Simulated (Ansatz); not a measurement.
**TiCo₃: a line through a two-coordinate scan**

Aim: follow the energy of TiCo₃ (Pm-3m, No. 221; 4 atoms in the cell) along one coordinate, volume per atom, with the other held at total spin moment of the cell, held fixed = 6.08 μB.

Method: DFT PBEsol, scalar-relativistic, plane waves, PAW, in Ansatz 0.2.0.

56 further runs of the same task are left out: 1 that didn't finish, 55 set aside as unsound or not needed.

## Step 1: Starting point

The structure is cubic, space group Pm-3m (No. 221). The conventional cell has a = 3.528 Å, b = 3.528 Å, c = 3.528 Å, α = 90.00°, β = 90.00°, γ = 90.00°. Ti (site symmetry m-3m) is surrounded by 12 Co at 2.49 Å. Around Co (site symmetry 4/mmm) lie 4 Ti at 2.49 Å and 8 Co at 2.49 Å.

Structure file:

```cif
data_structure
_symmetry_space_group_name_H-M 'Pm-3m'
_symmetry_Int_Tables_number 221
_cell_length_a 3.5280
_cell_length_b 3.5280
_cell_length_c 3.5280
_cell_angle_alpha 90.000
_cell_angle_beta 90.000
_cell_angle_gamma 90.000
_cell_volume 43.91
loop_
_atom_site_label
_atom_site_type_symbol
_atom_site_symmetry_multiplicity
_atom_site_Wyckoff_symbol
_atom_site_fract_x
_atom_site_fract_y
_atom_site_fract_z
_atom_site_occupancy
Ti1 Ti 1 a 0.00000 0.00000 0.00000 1
Co1 Co 3 c 0.00000 0.50000 0.50000 1
```

It is the result of an earlier relaxation at this level (volume 10.98 Å³/atom; gap on the mesh: none (metal), site moments up to 0.3 μB).

## Step 2: The scan

The energy is mapped over volume and a fixed ferromagnetic moment.

- volume per atom: 9 values from 8.23 to 13.72 Å³
- total spin moment of the cell, held fixed: 11 values from 0.00 to 7.60 μB

Nothing else is relaxed (shape and fractional coordinates fixed). Points are written as (first, second).

## Step 3: The run at (8.23 Å³, 6.08 μB)

File input.yaml:

```yaml
crystal:
  lattice:
    - [3.2054594305, 0.0, 0.0]
    - [0.0, 3.2054594305, 0.0]
    - [0.0, 0.0, 3.2054594305]
  atoms:
    - { symbol: Ti, position: [0.0, 0.0, 0.0], spin: 0.8 }
    - { symbol: Co, position: [0.0, 0.5, 0.5], spin: 1.76 }
    - { symbol: Co, position: [0.5, 0.0, 0.5], spin: 1.76 }
    - { symbol: Co, position: [0.5, 0.5, 0.0], spin: 1.76 }
basis:
  ecutwfc: 520.0
kpoints:
  mp_grid: { grid: [12, 12, 12] }
hamiltonian:
  xc: pbesol
scf:
  occupations: { method: gaussian, width: 0.15 }
  lower_state_search: "off"
output:
  forces: true
  stress: true
  eigenvalues: true
  populations: true
magnetization:
  spin_polarized: true
  initial_magnetization: 6.08
  spin_locking: { lock_magnetization: hard }
```

Launch:

```sh
$ ansatz run input.yaml --threads 4 --pin off --max-ram 8192MiB --backend cpu --events-out ev --progress --plain --runs-dir out
```

Standard output, shortened:

```text
Warning: output.stress: scf.convergence.dr2_threshold = 1e-7 eV (the SCF's general default) is looser than the 4e-10 eV advised for a printed stress (1e-10 eV for each atom of the cell: 4). What an SCF threshold leaves in a stress goes as its square root, and in the free energy as the [...]
Warning: RAYON_NUM_THREADS=4 ignored (pool sized by the plan → 4); use --threads N
[...]
Pseudopotentials: kind: paw
Pseudopotential: Ti, paw, valence charge 12, recommended cutoff 420 eV (normal), Ti.paw.azcp
Pseudopotential: Co, paw, valence charge 17, recommended cutoff 420 eV (normal), Co.paw.azcp
Functional definition: PBEsol
[...]
Crystal: 4 atoms, lattice volume = 32.936 Å³
Basis set: ecut = 520 eV, 895 PW (Γ), exchange–correlation on 48×48×48 points (8 copies of the dense FFT grid, shifted against one another)
Bands: 42, of which v1, the nominal top of the filled ones, is band 32 counted from 1 (31 counted from 0)
Symmetry: 48 space group operations
Space group: Pm-3m (ITA 221), of the structure as read, at distance tolerance 3.2e-5 Å
Magnetic group: BNS 221.92 (UNI 1594), of the structure as read, at distance tolerance 3.2e-5 Å
k-points: 84 of 1728
[...]
Starting moments: Σ|m| = 6.08 μB on 4 of 4 sites
[...]
SCF iter   1: F=—  HF=-17746.467941 eV  |F-HF|=—  |Δ(HF+E_count)|=         —  Δρ=8.88e-2 (↑4.80e-2 ↓8.88e-2)  dr2=3.46e0  dr2_m=2.95e-1  M=6.080 μB ∫|m|=6.081 μB  β_m=0.30  ethr=3.10e-3  ⟨swp⟩=5.4  Hψ=22919  notcnv=0
[...]
spin=Collinear: Kerker preconditioning applied to the charge; magnetization (m = ρ↑ − ρ↓) channel mixes plain (no charge-response kernel on spin).
[...]
SCF converged after 11 iterations
Stability checked in part: among states of this total moment the steps that led to this state did not find it unstable. No probe was made; neither looks for a lower state of another moment (fixed_total_moment; see scf.lower_state_search)
an eigenvalue changed by more than its tolerance at an iteration that met the thresholds in force, so the SCF went on 1 time: the last check found none over its tolerance
Magnetization: 6.0800 μB (34.5400 up, 28.4600 down)
Absolute magnetization: 6.0841 μB (∫|ρ↑−ρ↓|, with the PAW one-centre terms)
Spin contamination: 0.0195 ħ² per cell (⟨S²⟩ above its minimum at these occupations)
Per-site moments (μB) at R_I (Å): [(0.6404582471496266, 0.934973366301529), (1.6346590110817094, 0.934973366301529), (1.6346590110817092, 0.934973366301529), (1.6346590110817094, 0.934973366301529)]
Free energy (F): -17746.109647 eV
[...]
E sigma→0 (E₀):  -17746.073977 eV
Entropy (-TS):   -0.071341 eV (-17.835 meV/atom)
Fermi energy:    27.295058 (↑ 28.744518, ↓ 25.845598) eV
[...]
--- Forces (eV/Å), atoms counted from 1 ---
  atom   1  Ti    -0.00000000     0.00000000     0.00000000
  atom   2  Co     0.00000000    -0.00000000     0.00000000
  atom   3  Co     0.00000000    -0.00000000    -0.00000000
  atom   4  Co     0.00000000     0.00000000    -0.00000000
[...]
--- Stress (GPa, compression-positive) ---
      169.299395      -0.000000       0.000000
       -0.000000     169.299395       0.000000
        0.000000      -0.000000     169.299395
  P = ⅓ Tr σ = 169.2994 GPa (1692.994 kbar)
--- Band table (eV; the first three rows and the last of 168) ---
[...]
--- Löwdin populations: 4 sites ---
  site symbol       q [e]    m [muB]
     0     Ti     12.2711     1.0822
     1     Co     16.6787     1.6122
     2     Co     16.6787     1.6122
     3     Co     16.6787     1.6122
  spilling = 0.010997 (of n_electrons = 63.000000)
```

Wall time 5.9 s (4 threads of Arm Neoverse V2, shared host); peak memory 0.53 GiB.

## Step 4: Point (8.92 Å³, 6.08 μB)

Edit input.yaml of step 3 so:

```diff
@@ -2,5 +2,5 @@
   lattice:
-    - [3.2054594305, 0.0, 0.0]
-    - [0.0, 3.2054594305, 0.0]
-    - [0.0, 0.0, 3.2054594305]
+    - [3.2921146286, 0.0, 0.0]
+    - [0.0, 3.2921146286, 0.0]
+    - [0.0, 0.0, 3.2921146286]
   atoms:
```

Launch:

```sh
$ ansatz run input.yaml --threads 4 --pin off --max-ram 8192MiB --backend cpu --events-out ev --progress --plain --runs-dir out
```

Standard output, shortened:

```text
Warning: output.stress: scf.convergence.dr2_threshold = 1e-7 eV (the SCF's general default) is looser than the 4e-10 eV advised for a printed stress (1e-10 eV for each atom of the cell: 4). What an SCF threshold leaves in a stress goes as its square root, and in the free energy as the [...]
Warning: RAYON_NUM_THREADS=4 ignored (pool sized by the plan → 4); use --threads N
[...]
Pseudopotentials: kind: paw
Pseudopotential: Ti, paw, valence charge 12, recommended cutoff 420 eV (normal), Ti.paw.azcp
Pseudopotential: Co, paw, valence charge 17, recommended cutoff 420 eV (normal), Co.paw.azcp
Functional definition: PBEsol
[...]
Crystal: 4 atoms, lattice volume = 35.680 Å³
Basis set: ecut = 520 eV, 949 PW (Γ), exchange–correlation on 50×50×50 points (8 copies of the dense FFT grid, shifted against one another)
Bands: 42, of which v1, the nominal top of the filled ones, is band 32 counted from 1 (31 counted from 0)
Symmetry: 48 space group operations
Space group: Pm-3m (ITA 221), of the structure as read, at distance tolerance 3.3e-5 Å
[...]
Per-site moments (μB) at R_I (Å): [(0.5604931570460926, 0.960249088559678), (1.681609549817011, 0.960249088559678), (1.6816095498170114, 0.960249088559678), (1.6816095498170094, 0.960249088559678)]
Free energy (F): -17748.506875 eV
[...]
E sigma→0 (E₀):  -17748.467990 eV
Entropy (-TS):   -0.077770 eV (-19.442 meV/atom)
Fermi energy:    24.949481 (↑ 26.204071, ↓ 23.694890) eV
[...]
--- Forces (eV/Å), atoms counted from 1 ---
  atom   1  Ti    -0.00000000    -0.00000000    -0.00000000
  atom   2  Co     0.00000000     0.00000000     0.00000000
  atom   3  Co    -0.00000000    -0.00000000     0.00000000
  atom   4  Co    -0.00000000     0.00000000    -0.00000000
[...]
--- Stress (GPa, compression-positive) ---
      113.793941      -0.000000       0.000000
        0.000000     113.793941       0.000000
        0.000000      -0.000000     113.793941
  P = ⅓ Tr σ = 113.7939 GPa (1137.939 kbar)
--- Band table (eV; the first three rows and the last of 168) ---
[...]
--- Löwdin populations: 4 sites ---
  site symbol       q [e]    m [muB]
     0     Ti     12.1874     0.9392
     1     Co     16.6916     1.6611
     2     Co     16.6916     1.6611
     3     Co     16.6916     1.6611
  spilling = 0.011711 (of n_electrons = 63.000000)
```

It took 6.8 s on 4 threads of Arm Neoverse V2, shared host; peak memory 0.55 GiB.

## Step 5: The run at (9.61 Å³, 6.08 μB)

Edit input.yaml of step 4 so:

```diff
@@ -2,5 +2,5 @@
   lattice:
-    - [3.2921146286, 0.0, 0.0]
-    - [0.0, 3.2921146286, 0.0]
-    - [0.0, 0.0, 3.2921146286]
+    - [3.3744333754, 0.0, 0.0]
+    - [0.0, 3.3744333754, 0.0]
+    - [0.0, 0.0, 3.3744333754]
   atoms:
```

Launch:

```sh
$ ansatz run input.yaml --threads 4 --pin off --max-ram 8192MiB --backend cpu --events-out ev --progress --plain --runs-dir out
```

Standard output, shortened:

```text
[...]
SCF converged after 11 iterations
Stability checked in part: among states of this total moment the steps that led to this state did not find it unstable. No probe was made; neither looks for a lower state of another moment (fixed_total_moment; see scf.lower_state_search)
Magnetization: 6.0800 μB (34.5400 up, 28.4600 down)
Absolute magnetization: 6.0864 μB (∫|ρ↑−ρ↓|, with the PAW one-centre terms)
Spin contamination: 0.0362 ħ² per cell (⟨S²⟩ above its minimum at these occupations)
Per-site moments (μB) at R_I (Å): [(0.4803144729319773, 0.9842599479931149), (1.7289967673045659, 0.9842599479931149), (1.7289967673045645, 0.9842599479931149), (1.7289967673045659, 0.9842599479931149)]
Free energy (F): -17750.097116 eV
[...]
E sigma→0 (E₀):  -17750.055936 eV
Entropy (-TS):   -0.082360 eV (-20.590 meV/atom)
Fermi energy:    22.925338 (↑ 24.010659, ↓ 21.840017) eV
[...]
--- Forces (eV/Å), atoms counted from 1 ---
  atom   1  Ti    -0.00000000     0.00000000     0.00000000
  atom   2  Co     0.00000000     0.00000000     0.00000000
  atom   3  Co     0.00000000    -0.00000000    -0.00000000
  atom   4  Co     0.00000000    -0.00000000    -0.00000000
[...]
--- Stress (GPa, compression-positive) ---
       74.070732       0.000000       0.000000
        0.000000      74.070732       0.000000
        0.000000       0.000000      74.070732
  P = ⅓ Tr σ = 74.0707 GPa (740.707 kbar)
--- Band table (eV; the first three rows and the last of 168) ---
[...]
--- Löwdin populations: 4 sites ---
  site symbol       q [e]    m [muB]
     0     Ti     12.1152     0.7975
     1     Co     16.7027     1.7117
     2     Co     16.7027     1.7117
     3     Co     16.7027     1.7117
  spilling = 0.012329 (of n_electrons = 63.000000)
```

It took 6.9 s on 4 threads of Arm Neoverse V2, shared host; peak memory 0.56 GiB.

## Step 6: The run at (10.29 Å³, 6.08 μB)

Edit input.yaml of step 5 so:

```diff
@@ -2,5 +2,5 @@
   lattice:
-    - [3.3744333754, 0.0, 0.0]
-    - [0.0, 3.3744333754, 0.0]
-    - [0.0, 0.0, 3.3744333754]
+    - [3.4529205823, 0.0, 0.0]
+    - [0.0, 3.4529205823, 0.0]
+    - [0.0, 0.0, 3.4529205823]
   atoms:
```

Launch:

```sh
$ ansatz run input.yaml --threads 4 --pin off --max-ram 8192MiB --backend cpu --events-out ev --progress --plain --runs-dir out
```

Standard output, shortened:

```text
[...]
SCF converged after 11 iterations
Stability checked in part: among states of this total moment the steps that led to this state did not find it unstable. No probe was made; neither looks for a lower state of another moment (fixed_total_moment; see scf.lower_state_search)
Magnetization: 6.0800 μB (34.5400 up, 28.4600 down)
Absolute magnetization: 6.0882 μB (∫|ρ↑−ρ↓|, with the PAW one-centre terms)
Spin contamination: 0.0481 ħ² per cell (⟨S²⟩ above its minimum at these occupations)
Per-site moments (μB) at R_I (Å): [(0.4055601386789768, 1.0071532179402096), (1.7745721657271571, 1.0071532179402096), (1.7745721657271558, 1.0071532179402096), (1.7745721657271551, 1.0071532179402096)]
Free energy (F): -17751.105987 eV
[...]
E sigma→0 (E₀):  -17751.064051 eV
Entropy (-TS):   -0.083872 eV (-20.968 meV/atom)
Fermi energy:    21.163978 (↑ 22.107651, ↓ 20.220305) eV
[...]
--- Forces (eV/Å), atoms counted from 1 ---
  atom   1  Ti    -0.00000000     0.00000000    -0.00000000
  atom   2  Co     0.00000000    -0.00000000     0.00000000
  atom   3  Co    -0.00000000    -0.00000000     0.00000000
  atom   4  Co     0.00000000     0.00000000     0.00000000
[...]
--- Stress (GPa, compression-positive) ---
       45.242413      -0.000000      -0.000000
       -0.000000      45.242413       0.000000
       -0.000000       0.000000      45.242413
  P = ⅓ Tr σ = 45.2424 GPa (452.424 kbar)
--- Band table (eV; the first three rows and the last of 168) ---
[...]
--- Löwdin populations: 4 sites ---
  site symbol       q [e]    m [muB]
     0     Ti     12.0557     0.6670
     1     Co     16.7110     1.7602
     2     Co     16.7110     1.7602
     3     Co     16.7110     1.7602
  spilling = 0.012878 (of n_electrons = 63.000000)
```

Wall time 6.8 s (4 threads of Arm Neoverse V2, shared host); peak memory 0.57 GiB.

(Part 1 of 2 ends here.)
